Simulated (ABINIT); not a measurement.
# AlN (P6_3mc) in ABINIT: further runs, part 2 of 2

ABINIT 10.8.3 (patched build).

### 3 Band structure, r2SCAN

Input file run.abi:

```
# Datasets: ground state, then fixed potential
ndtset 2

# Pseudopotentials
pp_dirpath "./"
pseudos "Al.GGA_PBE-JTH.xml, N.GGA_PBE-JTH.xml"

# Structure
acell 3*1.0 Angstrom
rprim
     3.1130000000     0.0000000000     0.0000000000
    -1.5565000000     2.6959370820     0.0000000000
     0.0000000000     0.0000000000     4.9810000000
ntypat 2
znucl 13 7
natom 4
typat 1 1 2 2
xred
     0.6666666667     0.3333333333     0.5000000000
     0.3333333333     0.6666666667     0.0000000000
     0.6666666667     0.3333333333     0.8800000000
     0.3333333333     0.6666666667     0.3800000000

# Plane-wave basis
ecut 31.0
pawecutdg 53.0

# Exchange and correlation
ixc -497498
usekden 1
pawxcdev 0

# Bands and occupations
occopt 3
tsmear 0.05 eV

# SCF cycle
nstep 100

# Output
iomode 3
prtwf 0
prteig 0
prtebands 0
enunit 1
prtden1 1
prtkden1 1
prtvha1 1
prtvclmb1 1
prtpot1 1

# Dataset 1
kptopt1 1
ngkpt1 10 10 6
nshiftk1 1
shiftk1 0.0 0.0 0.0
nband1 12
tolvrs1 1.0e-7

# Dataset 2: bands along G-M-K-G-A-L-H-A
iscf2 -2
getden2 1
getkden2 1
nband2 18
nbdbuf2 4
tolwfr2 1.0e-11
kptopt2 -7
ndivsm2 5
prteig2 1
kptbounds2
     0.0000000000     0.0000000000     0.0000000000
     0.5000000000     0.0000000000     0.0000000000
     0.3333333333     0.3333333333     0.0000000000
     0.0000000000     0.0000000000     0.0000000000
     0.0000000000     0.0000000000     0.5000000000
     0.5000000000     0.0000000000     0.5000000000
     0.3333333333     0.3333333333     0.5000000000
     0.0000000000     0.0000000000     0.5000000000
```

Potentials or basis: JTH PAW PBE v2.0.

Launch:

```
> abinit run.abi > log 2>&1
```

run.abo:

```text
.Version 10.8.3 of ABINIT
 DATASET    1 : space group P6_3 m c (#186); Bravais hP (primitive hexag.)
================================================================================
 Values of the parameters that define the memory need for DATASET  1.
     intxc =       0    ionmov =       0      iscf =      17    lmnmax =       8
     lnmax =       4     mgfft =      48  mpssoang =       2    mqgrid =    3085
     natom =       4  nloc_mem =       2    nspden =       1   nspinor =       1
    nsppol =       1      nsym =      12    n1xccc =       1    ntypat =       2
    occopt =       3   xclevel =       2
       mpw =        2352          nfft =       43200          nkpt =          56
 PAW method is used; the additional fine FFT grid is defined by:
   mgfftf=        64    nfftf =    102400
================================================================================
================================================================================

 DATASET    2 : space group P6_3 m c (#186); Bravais hP (primitive hexag.)
================================================================================
 Values of the parameters that define the memory need for DATASET  2.
     intxc =       0    ionmov =       0      iscf =      -2    lmnmax =       8
     lnmax =       4     mgfft =      48  mpssoang =       2    mqgrid =    3085
     natom =       4  nloc_mem =       2    nspden =       1   nspinor =       1
    nsppol =       1      nsym =      12    n1xccc =       1    ntypat =       2
    occopt =       3   xclevel =       2
       mpw =        2370          nfft =       43200          nkpt =          56
 PAW method is used; the additional fine FFT grid is defined by:
   mgfftf=        64    nfftf =    102400
================================================================================
================================================================================

--------------------------------------------------------------------------------
------------- Echo of variables that govern the present computation ------------
--------------------------------------------------------------------------------
 -outvars: echo values of preprocessed input variables --------
            acell      1.8897261259E+00  1.8897261259E+00  1.8897261259E+00 Bohr
              amu      2.69815390E+01  1.40067400E+01
             ecut      3.10000000E+01 Hartree
[... 786 lines left out ...]
  22.42404   22.42407
 kpt#   2, nband= 18, wtk=  1.00000, kpt=  0.0556  0.0000  0.0000 (reduced coord)
  -8.98124   -6.86550    0.92227    5.91277    6.04624    6.59189    6.78253    6.95993
  11.98795   14.56952   18.34400   18.65959   19.07922   20.89078   21.06945   21.09403
  21.82657   22.21233
 kpt#   3, nband= 18, wtk=  1.00000, kpt=  0.1111  0.0000  0.0000 (reduced coord)
  -8.86353   -6.80105    1.06515    5.39437    5.89782    6.10601    6.75737    6.90248
  12.48448   15.01835   17.80604   18.04103   19.43206   20.56791   20.92337   21.05241
  21.51147   22.02343
 kpt#   4, nband= 18, wtk=  1.00000, kpt=  0.1667  0.0000  0.0000 (reduced coord)
  -8.67282   -6.70268    1.29943    4.67035    5.48341    5.69584    6.70204    6.79655
  13.09239   15.48403   16.98244   17.59631   19.94824   20.25295   20.29984   20.67629
  21.87602   22.37933
 kpt#   5, nband= 18, wtk=  1.00000, kpt=  0.2222  0.0000  0.0000 (reduced coord)
[... 193 lines left out ...]
  14.63819   14.63819   17.13569   17.13569   19.61957   19.61957   20.04230   20.04230
  24.70155   24.70257
 kpt#  54, nband= 18, wtk=  1.00000, kpt=  0.0606  0.0606  0.5000 (reduced coord)
  -8.00765   -8.00765    3.54344    3.54344    6.04179    6.04179    6.31142    6.31142
  14.45050   14.45050   17.47246   17.47246   19.58752   19.58752   19.65552   19.65552
  25.12234   25.53187
 kpt#  55, nband= 18, wtk=  1.00000, kpt=  0.0303  0.0303  0.5000 (reduced coord)
  -8.09798   -8.09798    3.57978    3.57978    6.32348    6.32348    6.40449    6.40449
  14.21853   14.21853   17.94427   17.94427   19.36263   19.36263   19.43187   19.43187
  25.57539   25.71888
 kpt#  56, nband= 18, wtk=  1.00000, kpt=  0.0000  0.0000  0.5000 (reduced coord)
  -8.12862   -8.12862    3.58709    3.58709    6.43517    6.43517    6.43517    6.43517
  14.11764   14.11764   18.21551   18.21551   19.27226   19.27226   19.27226   19.27226
  26.03982   26.06864

== END DATASET(S) ==============================================================
================================================================================

 -outvars: echo values of variables after computation  --------
            acell      1.8897261259E+00  1.8897261259E+00  1.8897261259E+00 Bohr
           etotal1    -2.0723852957E+01
            fcart1     1.6020246414E-27  3.1976129232E-27 -2.9395958076E-03
                       1.4189361109E-27  2.8804942862E-27 -2.9395958076E-03
                       1.4189361109E-27 -4.7303530020E-27  2.9395958076E-03
                      -4.4398968632E-27 -1.3477542073E-27  2.9395958076E-03
            rprim      3.1130000000E+00  0.0000000000E+00  0.0000000000E+00
                      -1.5565000000E+00  2.6959370820E+00  0.0000000000E+00
                       0.0000000000E+00  0.0000000000E+00  4.9810000000E+00
           strten1    -5.6037003955E-05 -5.6037003951E-05 -1.1892143548E-04
                       0.0000000000E+00  0.0000000000E+00  0.0000000000E+00
           xangst      1.5565000000E+00  8.9864569400E-01  2.4905000000E+00
                       2.0731891839E-17  1.7972913880E+00  0.0000000000E+00
                       1.5565000000E+00  8.9864569400E-01  4.3832800000E+00
                       2.0731891839E-17  1.7972913880E+00  1.8927800000E+00
             xred      6.6666666667E-01  3.3333333333E-01  5.0000000000E-01
                       3.3333333333E-01  6.6666666667E-01  0.0000000000E+00
                       6.6666666667E-01  3.3333333333E-01  8.8000000000E-01
                       3.3333333333E-01  6.6666666667E-01  3.8000000000E-01
 Calculation completed.
```

Run time: 3 min. Hardware: 1 thread of Arm Neoverse V2, shared host; peak memory 0.19 GiB.

What came out:

```
Free energy                                           : -563.9248 eV
Pressure                                              : 2.3 GPa
Largest force                                         : 0.151 eV/Å
Band gap on the k mesh                                : 4.81 eV, direct
Band gap along the path                               : 4.81 eV, direct
Valence electrons inside the program's atomic spheres : Al 0.88; N 2.63
```

Forces in eV/Å, atoms in the order of the input:
```
Al   0.000  0.000 -0.151
Al   0.000  0.000 -0.151
N    0.000  0.000  0.151
N    0.000  0.000  0.151
```

Stress tensor (GPa, compression positive):
```
1.65 0.00 0.00
0.00 1.65 0.00
0.00 0.00 3.50
```

Levels at the corners of the path, in eV from the valence-band top:
```tsv
point	band 4	band 5	band 6	band 7	band 8	band 9	band 10	band 11	band 12	band 13
Γ	-0.87	-0.87	-0.19	-0.19	0.00	4.81	7.42	11.55	11.98	11.98
M	-4.23	-3.42	-2.15	-1.80	-0.69	6.45	6.51	8.97	11.25	11.71
K	-3.82	-3.82	-2.50	-2.44	-2.44	5.67	9.16	10.58	10.58	12.53
Γ	-0.87	-0.87	-0.19	-0.19	0.00	4.81	7.42	11.55	11.98	11.98
A	-3.39	-0.54	-0.54	-0.54	-0.54	7.14	7.14	11.24	11.24	12.30
L	-5.69	-1.50	-1.50	-1.40	-1.40	5.96	5.96	10.13	10.13	12.86
H	-4.90	-3.93	-3.93	-0.82	-0.82	8.15	8.15	8.62	8.62	12.97
A	-3.39	-0.54	-0.54	-0.54	-0.54	7.14	7.14	11.24	11.24	12.30
```

Caveat: totals of a meta-GGA on PAW files have another zero than those of a GGA; the PAW data sets were made with another functional, which shifts forces and pressure a little.

### 4 Against experiment

Step 2. A measured gap of AlN is 6.034 eV (an exciton energy, a little under the gap; 10 K; quoted in “Self-assembly of well-separated AlN nanowires directly on sputtered metallic TiN films”, 2019, arxiv:1910.07391); the calculated 4.18 eV misses it by -1.86 eV. 2 values of this kind are on record (6.034 to 6.0343 eV); this one was drawn at random. The value is that of AM05, without temperature or zero-point motion. Semilocal functionals fall short of measured gaps as a rule.

Step 3. A measured gap of AlN is 6.034 eV (an exciton energy, a little under the gap; 10 K; quoted in “Self-assembly of well-separated AlN nanowires directly on sputtered metallic TiN films”, 2019, arxiv:1910.07391); the calculated 4.81 eV misses it by -1.22 eV. 2 values of this kind are on record (6.034 to 6.0343 eV); this one was drawn at random. The value is that of r2SCAN, without temperature or zero-point motion.
